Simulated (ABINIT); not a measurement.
Crystal: CuO.

```
Cu O
1.0
     2.83633    0.00000    0.00000
    -1.41816    2.45633    0.00000
     0.00000    0.00000    2.76811
Cu O
1 1
Direct
  0.00000 0.00000 0.00000
  0.66667 0.33333 0.50000
```

Measurements of this composition are mostly on another form, of space group No. 15.

| Property | Result |
| --- | --- |
| Program | ABINIT 10.8.3 (patched build) |
| Task | single point |
| Functional | PBE |
| Potentials or basis | JTH PAW PBE v2.0 |
| Cutoff | 707 eV |
| k mesh | 11 × 11 × 10 |
| Occupations | fermi-dirac, width 0.05 eV |
| Spin | no spin polarisation |

On this cell: pressure -0.8 GPa; largest force under 0.003 eV/Å; band gap on the k mesh none (metal or under the smearing width).

The same run follows on a disturbed copy (atoms moved at random, drawn with an rms of 0.05 Å):

```
CELL_PARAMETERS angstrom
2.83633 0.00000 0.00000
-1.41816 2.45633 0.00000
0.00000 0.00000 2.76811
ATOMIC_POSITIONS crystal
Cu 0.01187 0.00460 0.98089
O 0.64528 0.32784 0.50761
```

Task: What does the disturbed cell give?

Result: The energy (extrapolated to zero smearing) moves by +3.0 meV/atom; pressure 0.1 GPa; largest force 0.284 eV/Å; band gap on the k mesh none (metal or under the smearing width).

Forces in eV/Å, atoms in the order of the input:
```
Cu   0.048 -0.028  0.279
O   -0.048  0.028 -0.279
```

Stress tensor (GPa, compression positive):
```
 3.68 -0.36 -0.78
-0.36  3.30 -0.29
-0.78 -0.29 -6.64
```

Caveats: an odd number of electrons without spin polarisation forces a metal; a magnetic or distorted state may lie lower; the run has no spin polarisation, though such a crystal can be magnetic; semilocal functionals often make such compounds metallic where correlation or magnetic order opens a gap, which also shifts bond lengths.
